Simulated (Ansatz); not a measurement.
# NiO: response to strain

Aim: deform NiO (equal xy, yz and zx engineering shear strains of -1 %) and compute stress, forces and field gradients with LAPW, PAW and all-electron datasets made for the crystal.

Computed with Ansatz 0.2.0 (DFT PBE, scalar-relativistic, unless a step's input says otherwise).

## (1) The structure to begin with

The structure is cubic, space group Fm-3m (No. 225). The conventional cell has a = 4.183 Å, b = 4.183 Å, c = 4.183 Å, α = 90.00°, β = 90.00°, γ = 90.00°. Ni (site symmetry m-3m) is surrounded by 6 O at 2.09 Å. Around O (site symmetry m-3m) lie 6 Ni at 2.09 Å.

As a file:

```
Ni O
1.0
     0.00000    2.09131    2.09131
     2.09131    0.00000    2.09131
     2.09131    2.09131    0.00000
Ni O
1 1
Cartesian
  0.0000 0.0000 0.0000
  2.0913 2.0913 2.0913
```

Atoms are numbered in the order of the input: Ni1, O2.

## (2) After the deformation

Space group Fm-3m before, R-3m after.

## (3) Full-potential LAPW

Input file input.yaml:

```yaml
crystal:
  lattice:
    - [-0.0209131, 2.08085345, 2.08085345]
    - [2.08085345, -0.0209131, 2.08085345]
    - [2.08085345, 2.08085345, -0.0209131]
  atoms:
    - { symbol: Ni, position: [0.0, 0.0, 0.0], spin: 1.5 }
    - { symbol: O, position: [0.5, 0.5, 0.5] }
magnetization:
  spin_polarized: true
kpoints:
  mp_grid: { grid: [17, 17, 17] }
  band_path:
    path:
      - [0.0, 0.0, 0.0]
      - [0.5, 0.5, 0.5]
      - [0.2525443832, 0.5, 0.7474556168]
      - [-0.2525443832, 0.2525443832, 0.5]
      - [0.0, 0.0, 0.5]
      - [0.0, 0.0, 0.0]
      - [-0.3762721916, 0.0, 0.3762721916]
      - [0.0, 0.3762721916, 0.6237278084]
      - [0.0, 0.5, 0.5]
    npoints: 5
scf:
  occupations: { method: fermi_dirac, width: 0.03 }
hamiltonian:
  xc: pbe
  pseudopotentials: { kind: all_electron, lapw: { basis_error: 0.001 } }
output:
  forces: true
  stress: true
  eigenvalues: true
```

Run with:

```bash
ansatz run input.yaml --threads 1 --pin off --max-ram 3072MiB --backend cpu --events-out ev --progress --plain --runs-dir out
```

## (4) PAW with frozen cores

Input file input.yaml:

```yaml
crystal:
  lattice:
    - [-0.0209131, 2.08085345, 2.08085345]
    - [2.08085345, -0.0209131, 2.08085345]
    - [2.08085345, 2.08085345, -0.0209131]
  atoms:
    - { symbol: Ni, position: [0.0, 0.0, 0.0], spin: 1.5 }
    - { symbol: O, position: [0.5, 0.5, 0.5] }
magnetization:
  spin_polarized: true
kpoints:
  mp_grid: { grid: [17, 17, 17] }
scf:
  occupations: { method: fermi_dirac, width: 0.03 }
hamiltonian:
  xc: pbe
  pseudopotentials: { kind: paw }
output:
  forces: true
  stress: true
  eigenvalues: true
  efg: { contact_densities: true }
```

## (5) Datasets made for this crystal

input.yaml: that of step 4 with these lines changed.

```diff
@@ -16,3 +16,3 @@
   xc: pbe
-  pseudopotentials: { kind: paw }
+  pseudopotentials: { kind: all_electron, datasets: crystal }
 output:
```

(Steps that only read results are left out.)

**Question.** What will these runs give? Wanted: pressure; largest shear or deviatoric stress.

The runs gave:

```
                                 quantity                                           value
                                 pressure  LAPW 4.70, PAW 4.17, crystal datasets 4.69 GPa
largest shear or deviatoric stress (LAPW)                                        0.56 GPa
```

The largest part of the stress beyond the pressure is 0.56 GPa in size; the atoms are carried along and not relaxed. No run of the undeformed cell stands beside it, so the pressure holds what the given cell had before the change. PAW: stress within 0.52 GPa of LAPW. Crystal datasets: stress within 0.01 GPa of LAPW. Other magnetic orders may lie lower; this is the state that the run reached. With one magnetic atom in the cell only ferromagnetic order fits; the real order can differ. No U acts on the open 3d shell, so the metal found here may be the functional's error.
